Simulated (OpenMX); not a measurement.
# GaN under changes of volume

One of the cells (11.310 Å³/atom); the others are scaled copies at fixed shape and fractional positions:

```
CELL_PARAMETERS angstrom
3.18000 0.00000 0.00000
-1.59000 2.75396 0.00000
0.00000 0.00000 5.16600
ATOMIC_POSITIONS crystal
Ga 0.66667 0.33333 0.50000
Ga 0.33333 0.66667 0.00000
N 0.66667 0.33333 0.87500
N 0.33333 0.66667 0.37500
```

| Property | Result |
| --- | --- |
| Program | OpenMX 3.8.5 |
| Functional | PBE |
| Potentials or basis | OpenMX 2013 PBE set, Ga7.0-s2p2d1, N6.0-s2p2, fixed grid of 36 × 36 × 70 points |
| k mesh | 11 × 11 × 5 |
| Occupations | fermi-dirac, width 0.05 eV |
| Spin | no spin polarisation |

| volume (Å³/atom) | energy over the lowest point (meV/atom) | gap on the mesh (eV) | largest force (eV/Å) |
| --- | --- | --- | --- |
| 10.632 | ? | ? | ? |
| 10.858 | 55.54 | 2.70 | 0.124 |
| 11.084 | 32.38 | 2.54 | 0.116 |
| 11.310 | 15.90 | 2.39 | 0.108 |
| 11.537 | 5.53 | 2.23 | 0.101 |
| 11.763 | 0.37 | 2.08 | 0.096 |
| 11.989 | 0.00 | 1.93 | 0.091 |

Task: What does the run at 10.632 Å³/atom give?

Result: Energy over the lowest point 85.94 meV/atom; gap on the mesh 2.87 eV; largest force 0.131 eV/Å.

Worked out: A Birch-Murnaghan fit of order 3 (a polynomial in V^(-2/3)) to the other rows has its minimum at 11.90 Å³/atom with B0 = V·E''(V) = 163 GPa and B' = 5.4 at fixed shape and positions, which overstates the stiffness. It gives 86.38 meV/atom at 10.632 Å³/atom, against the run's 85.94. A straight line through the other rows of the gap, of slope -7.77 eV per unit of ln V (its deformation potential), extrapolates to 2.87 eV, against the run's 2.87.

Energies are extrapolated to zero smearing.

Caveats: the basis has few d functions beyond the semicore shells, which can make volumes several per cent too large; the basis of atomic orbitals isn't converged, which shifts pressures, moduli and gaps.

Spin-orbit coupling on Ga is left out.
